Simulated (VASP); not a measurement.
**MnS under changes of volume**

One of the cells (21.893 Å³/atom); the others are scaled copies at fixed shape and fractional positions:

```
Mn S
1.0
     3.97976    0.00000    0.00000
    -1.98988    3.44657    0.00000
     0.00000    0.00000    6.38453
Mn S
2 2
Direct
  0.66667 0.33333 0.49884
  0.33333 0.66667 0.99884
  0.33333 0.66667 0.62615
  0.66667 0.33333 0.12615
```

The cell is a database's computed one.

- Program: VASP 6.6.1
- Functional: PBE
- Potentials or basis: VASP PAW PBE potentials, release 64 (Mn_pv, S)
- Cutoff: 520 eV
- k mesh: 8 × 8 × 4
- Occupations: fermi-dirac, width 0.05 eV
- Spin: collinear spin, ferromagnetic start
- Starting moments: [4.0, 4.0, 0.0, 0.0] μB

```csv
volume (Å³/atom),energy over the lowest point (meV/atom),pressure (GPa),moment (μB per cell),largest force (eV/Å)
20.176,?,?,?,?
20.606,32.73,5.3,9.70,0.332
21.035,19.73,4.0,9.79,0.310
21.893,3.81,1.6,9.91,0.269
22.323,0.42,0.5,9.95,0.251
22.752,0.00,-0.5,9.98,0.233
```

**Question.** What does the run at 20.176 Å³/atom give?

**Answer.** Energy over the lowest point 49.07 meV/atom; pressure 6.5 GPa; moment 9.57 μB per cell; largest force 0.349 eV/Å.

Worked out: A Birch-Murnaghan fit of order 3 (a polynomial in V^(-2/3)) to the other rows has its minimum at 22.61 Å³/atom with B0 = V·E''(V) = 54 GPa (rough, since the energies scatter) at fixed shape and positions, which overstates the stiffness. It gives 49.34 meV/atom at 20.176 Å³/atom, against the run's 49.07, and -dE/dV = 6.9 GPa, against 6.5. A parabola through the other rows of the moment, of slope 0.246 μB per Å³/atom there, extrapolates to 9.60 μB, against the run's 9.57.

Energies are extrapolated to zero smearing.

Caveats: only a ferromagnetic start was run, and an antiferromagnetic order may lie lower in energy.
